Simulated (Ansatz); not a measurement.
An Ansatz input:

```yaml
crystal:
  lattice:
    - [2.8307185976, 0.0, 0.0]
    - [0.0, 2.8307185976, 0.0]
    - [0.0, 0.0, 2.8307185976]
  atoms:
    - { symbol: Se, position: [0.0, 0.0, 0.0] }
hamiltonian:
  xc: pbe
  pseudopotentials:
    kind: paw_fr
    azcp:
      Se: "pseudopotentials/Se.paw.azcp"
basis:
  ecutwfc: 420
  fft_grid_basis: typed
kpoints:
  mp_grid: { grid: [11, 11, 11], shift: [0, 0, 0] }
magnetization:
  noncollinear: true
  spin_orbit: true
scf:
  occupations: { method: fermi_dirac, width: 0.1 }
```

and its output:

```
Engine: ansatz 0.2.0, x86_64-unknown-linux-gnu
Pseudopotentials: kind: paw_fr
Pseudopotential: Se, paw_fr, valence charge 16, recommended cutoff 420 eV (normal) 
Functional definition: PBE
  parameter kappa = 0.804
  parameter beta = 0.06672455060314922
  exchange = pbe_x(kappa = kappa, mu = beta*pi^2/3)
  correlation = pbe_c(beta = beta)
non-collinear run that drives no moment, with spin-orbit: no starting moment large enough to seed its density (crystal.atoms[].spin), no starting occupations that ask for one, no magnetisation constraint and no magnetic field, so the semilocal B_xc is pinned to zero
Crystal: 1 atoms, lattice volume = 22.682 Å³
Basis set: ecut = 420 eV, 461 PW (Γ)
Bands: 24, of which v1, the nominal top of the filled ones, is band 16 counted from 1 (15 counted from 0)
Symmetry: 48 space group operations + 48 with time reversal
Magnetic group: BNS 221.93 (UNI 1595), of the structure as read, at distance tolerance 2.8e-5 Å
k-points: 56 of 1331
Projection manifold: j_resolved (fully-relativistic pseudo-atomic orbitals)
Non-local potential: Se, projectors of the file, l = 0: 2, l = 1: 4, l = 2: 6, l = 3: 2
PAW form: soft (Blöchl's): semilocal exchange-correlation on the pseudo side does not see the compensation charge
PAW one-centre angular grid: Se, 590 points (default); XC on 96 Gauss nodes
Initial density: superposition of atomic densities (chi_scale 0.1, normalization cell)
Initial wavefunctions: pseudopotential atomic-orbital guess
Functional: x = pbe(κ = 0.804, μ = 0.2195149727645171), c = pbe(β = 0.06672455060314922)
SCF iter   1: F=—  HF=-5469.076552 eV  |F-HF|=—  |Δ(HF+E_count)|=         —  Δρ=1.06e-2  dr2=1.60e-2  dr2_m=0.00e0 (ungated)  ethr=3.10e-3  |M|=0.00e0 ∫|m|=0.00e0 μB  |m|>n=0.0e0 m-floor=0.0e0 τ_xc=0.0e0  β_m=0.30  ⟨swp⟩=7.4  Hψ=4492  notcnv=0  defer=26
SCF iter   2: F=—  HF=-5469.078631 eV  |F-HF|=—  |Δ(HF+E_count)|=   2.08e-3  Δρ=8.64e-3  dr2=1.08e-2  dr2_m=0.00e0 (ungated)  ethr=1.00e-4  |M|=0.00e0 ∫|m|=0.00e0 μB  |m|>n=0.0e0 m-floor=0.0e0 τ_xc=0.0e0  β_m=0.49  ⟨swp⟩=1.0  Hψ=896  notcnv=0  defer=56
SCF iter   3: F=—  HF=-5469.082538 eV  |F-HF|=—  |Δ(HF+E_count)|=   3.91e-3  Δρ=1.86e-3  dr2=8.37e-4  dr2_m=0.00e0 (ungated)  ethr=6.73e-5  |M|=0.00e0 ∫|m|=0.00e0 μB  |m|>n=0.0e0 m-floor=0.0e0 τ_xc=0.0e0  β_m=0.49  ⟨swp⟩=2.6  Hψ=844  notcnv=0  defer=56
SCF iter   4: F=—  HF=-5469.082690 eV  |F-HF|=—  |Δ(HF+E_count)|=   1.52e-4  Δρ=9.87e-4  dr2=2.45e-4  dr2_m=0.00e0 (ungated)  ethr=5.23e-6  |M|=0.00e0 ∫|m|=0.00e0 μB  |m|>n=0.0e0 m-floor=0.0e0 τ_xc=0.0e0  β_m=0.75  ⟨swp⟩=2.0  Hψ=1043  notcnv=0  defer=56
SCF iter   5: F=—  HF=-5469.082686 eV  |F-HF|=—  |Δ(HF+E_count)|=   3.63e-6  Δρ=1.66e-4  dr2=4.21e-6  dr2_m=0.00e0 (ungated)  ethr=1.53e-6  |M|=0.00e0 ∫|m|=0.00e0 μB  |m|>n=0.0e0 m-floor=0.0e0 τ_xc=0.0e0  β_m=0.73  ⟨swp⟩=2.0  Hψ=778  notcnv=0  defer=56
SCF iter   6: F=—  HF=-5469.082692 eV  |F-HF|=—  |Δ(HF+E_count)|=   5.66e-6  Δρ=6.75e-5  dr2=7.40e-7  dr2_m=0.00e0 (ungated)  ethr=2.63e-8  |M|=0.00e0 ∫|m|=0.00e0 μB  |m|>n=0.0e0 m-floor=0.0e0 τ_xc=0.0e0  β_m=0.86  ⟨swp⟩=2.5  Hψ=1073  notcnv=0  defer=58
SCF iter   7: F=-5469.082693 eV  HF=-5469.082693 eV  |F-HF|=2.86e-9  |Δ(HF+E_count)|=   6.56e-7  Δρ=3.11e-6  dr2=8.68e-10  dr2_m=0.00e0 (ungated)  ethr=6.25e-10  |M|=0.00e0 ∫|m|=0.00e0 μB  |m|>n=0.0e0 m-floor=0.0e0 τ_xc=0.0e0  ⟨swp⟩=1.7  Hψ=1727  notcnv=0
SCF 1 converged in 7 iterations: F = -5469.082693 eV  dr2 = 8.68e-10
SCF converged after 7 iterations
Magnetization: |M| = 0.0000 μB,  M = (+0.0000, +0.0000, +0.0000) μB
Absolute magnetization: 0.0000 μB (∫|m|)
  site 0: m = (+0.0000, +0.0000, +0.0000) μB, |m| = 0.0000 μB  (R = 1.17 Å)
Free energy (F): -5469.082693 eV
Harris-Foulkes:  -5469.082693 eV  (|F-HF|=2.86e-9)
Internal energy: -5469.066296 eV  (E = F + TS)
E sigma→0 (E₀):  -5469.074494 eV
Entropy (-TS):   -0.016397 eV (-16.397 meV/atom)
Fermi energy:    9.690934 eV
--- Per-component energies (eV) ---
  E_band       = -369.289602
  E_kinetic    = 116.575285
  E_local      = -2244.952403  (includes V_loc(G=0)·N_el)
  E_nonlocal   = -593.783176
  E_hartree    = 1116.701397
  E_xc         = -103.482404
  E_vxc        = -97.223091  (∫ρ·V_xc dr)
  E_paw        = -1912.686126  (= ΣΔE_a)
  E_vpaw       = 216.691008  (= ΣTr[D̂ρ^β])
  E_aug_tail   = -0.000566  (compensation charges beyond the density's cutoff)
  E_ewald      = -1847.438303
  E_smearing   = -0.016397  (= −TS)
  E_closure    = 0.000000  (closes the sum)
  Σ components = -5469.082693   (vs F -5469.082693, Δ=0.00e0)
```
